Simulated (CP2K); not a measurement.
The system is KBr.

```
Br K
1.0
     4.66690    0.00000    0.00000
     2.33345    4.04166    0.00000
     2.33345    1.34722    3.81051
Br K
1 1
Direct
  0.50000 0.50000 0.50000
  0.00000 0.00000 0.00000
```

Base run:

* Program: CP2K 2026.2
* Functional: PBE
* Potentials or basis: POTENTIAL_UZH Br GTH-PBE-q7, K GTH-PBE-q9; TZVP-MOLOPT-PBE-GTH basis
* Density cutoff: 9184 eV
* k mesh: 7 × 7 × 7
* Occupations: fermi-dirac, width 0.05 eV
* Spin: no spin polarisation

Its results: band gap on the k mesh 4.38 eV, direct; pressure 0.8 GPa.

Q: The run is repeated on the same cell with these changes: functional from PBE to WC. What comes out?

A: Band gap on the k mesh 4.24 eV, direct; pressure -0.1 GPa.

WC binds more tightly than PBE, so the same cell stands under less pressure.

Caveats: the basis of atomic orbitals isn't converged, which shifts pressures, moduli and gaps; the potentials were made for another functional, which shifts forces and pressure (some runs).
